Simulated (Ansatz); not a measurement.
# Calculation log, AlAs (F-43m) (phonons)

Computed with LDA, all-electron LAPW in Ansatz 0.2.0, scalar-relativistic; not a measurement.

Cell and atoms were relaxed beforehand by PAW with this functional.

Command line:

```sh
ansatz run input.yaml --threads 2 --pin off --max-ram 5120MiB --backend cpu --events-out ev --progress --plain --runs-dir out
```

Input:

```yaml
crystal:
  lattice:
    - [0.0, 2.81457196612, 2.81457196612]
    - [2.81457196612, 0.0, 2.81457196612]
    - [2.81457196612, 2.81457196612, 0.0]
  atoms:
    - { symbol: Al, position: [0.0, 0.0, 0.0] }
    - { symbol: As, position: [0.75, 0.75, 0.75] }
kpoints:
  mp_grid: { grid: [6, 6, 6] }
scf:
  occupations: { method: fixed }
hamiltonian:
  xc: lda
  pseudopotentials: { kind: all_electron, lapw: { basis_error: 0.0005 } }
phonons:
  qmesh: [2, 2, 2]
  qpath:
    path:
      - [0.0, 0.0, 0.0]
      - [-0.5, -0.5, 0.0]
      - [-0.375, -0.375, 0.25]
      - [-0.375, 0.0, 0.375]
      - [0.0, 0.0, 0.0]
      - [0.0, 0.0, 0.5]
      - [-0.5, -0.25, 0.25]
      - [-0.5, -0.5, 0.0]
    npoints: 6
  temperatures: { t_min: 0, t_max: 1000, t_step: 100 }
```

Output:

```
Warning: RAYON_NUM_THREADS=2 ignored (pool sized by the plan → 2); use --threads N
LAPW: plane waves up to 9.015 Å⁻¹, error target 5.0e-4 eV per atom; small_component_spin mean_spin; Al in spheres of 1.102 Å, 11 of its electrons in bands, Dirac shells []; As in spheres of 1.263 Å, 23 of its electrons in bands, ...
Engine: ansatz 0.2.0, aarch64-unknown-linux-gnu
Pseudopotentials: kind: all_electron
Pseudopotential: Al, LAPW, valence charge 11, lapw/all_electron/scalar/gaussian/Al, Koelling and Harmon's equation, gaussian nucleus
Pseudopotential: As, LAPW, valence charge 23, lapw/all_electron/scalar/gaussian/As, Koelling and Harmon's equation, gaussian nucleus
Functional definition: SPW92
  exchange = slater_x
  correlation = pw_c
davidson cushion auto → on  (no smearing: the cushion is to keep the highest requested band from converging to the state above it; pin scf.eigensolver.cushion to override)
Crystal: 4 atoms, lattice volume = 89.186 Å³
Basis set: ecut = 309.65429313279805 eV, 1093 PW (Γ), FFT grids on a1, a2, −a1+a2+a3, exchange–correlation at level 2
Bands: 41, of which v1, the nominal top of the filled ones, is band 34 counted from 1 (33 counted from 0)
[... 133 lines left out ...]
  ASR residual: 3.595e-4 → 0.000e0 eV/Å²; symmetrization residual: 9.098e-5 eV/Å²
  largest component of a force at the reference: 3.5e-18 eV/Å
  ASR residual per site (eV/Å²): 6.61e-5 3.60e-4
  Γ frequencies (cm⁻¹): 0.00 0.00 0.00 358.68 358.68 358.68
--- Phonons (by wavevector): 3 wavevectors in 2 supercells ---
  supercell 1 (2 cells, vectors [1, 0, 0], [0, 1, -1], [0, 0, 2] in multiples of the cell's): 2 displaced members by 0.01 Å; free energy -136050.953204 eV; taken off its force constants: by the sum rule 3.4e-4, by the ...
  symmetry images taken by strict's conditions (phonons.symmetry_images: auto; settled by no image being taken that strict refuses)
  supercell 2 (2 cells, vectors [1, 0, 0], [0, 1, 0], [0, 0, 2] in multiples of the cell's): 4 displaced members by 0.01 Å; free energy -136050.953204 eV; taken off its force constants: by the sum rule 3.6e-4, by the ...
  symmetry images taken by strict's conditions (phonons.symmetry_images: auto; settled by no image being taken that strict refuses)
  q = [0.0000, 0.0000, 0.0000] (star 1, supercell 1; hermiticity 0.00e0, symmetrization 4.23e-5): -0.00 0.00 0.00 358.68 358.68 358.68
  q = [0.0000, 0.0000, -0.5000] (star 4, supercell 2; hermiticity 1.75e-16, symmetrization 3.58e-16): 70.17 70.17 209.23 347.97 347.97 368.17
  q = [0.0000, -0.5000, -0.5000] (star 3, supercell 1; hermiticity 9.42e-17, symmetrization 2.91e-16): 94.74 94.74 212.33 331.51 331.51 389.16
  joined force constants: q→R imaginary residual 4.79e-17
  density of states and harmonic sums: on the 20×20×20 q-mesh, interpolated from the force constants of a 2×2×2 supercell (no non-analytic term)
  largest difference from the sums on the solved wave vectors: F 6.18e-2 eV, S 9.41e-5 and C_V 3.23e-5 eV/K
```

Self-consistency was reached.

Harmonic thermodynamics:

Harmonic phonons of a crystal by Kohn-Sham DFT at the given cell, standard atomic masses, acoustic sum rule imposed; negative wavenumbers are unstable modes; sums over wave vectors interpolated from the q mesh.

```
Zero point energy : 44.09 meV/atom
```

```tsv
temperature (K)	phonon heat capacity (k_B/atom)	phonon entropy (k_B/atom)	phonon free energy (meV/atom)
100	1.398	1.075	40.46
200	2.295	2.364	25.46
300	2.639	3.371	0.56
400	2.786	4.152	-31.99
500	2.859	4.783	-70.58
600	2.901	5.308	-114.1
700	2.926	5.757	-161.8
800	2.943	6.149	-213.2
900	2.955	6.497	-267.7
1000	2.963	6.808	-325.1
```

Phonons on the q mesh:

One row a degenerate set, branches counted upwards.

- Unstable phonons: no

```csv
point,q a (r.l.u.),q b (r.l.u.),q c (r.l.u.),branch,phonon wavenumber (cm⁻¹),degeneracy
Gamma,0,0,0,4,358.7,3
L,0.5,0,0,1,70.2,2
L,0.5,0,0,3,209.2,1
L,0.5,0,0,4,348,2
L,0.5,0,0,6,368.2,1
X,0.5,0.5,0,1,94.7,2
X,0.5,0.5,0,3,212.3,1
X,0.5,0.5,0,4,331.5,2
X,0.5,0.5,0,6,389.2,1
```

### Zone-centre phonons

Optical zone-centre levels upwards with Mulliken labels, activity, and the element with most of the kinetic energy.

- Point group: -43m

| number | phonon wavenumber (cm⁻¹) | label | infrared | raman | lead element |
| --- | --- | --- | --- | --- | --- |
| 1 | 358.7 | T2 | yes | yes | Al |

Known limits: no LO-TO term in the interpolation; coarse q mesh; no LO-TO term at the zone centre.

Time and hardware: 4.3 min on 2 threads of Arm Neoverse V1, on a shared host, peak memory 0.68 GiB.
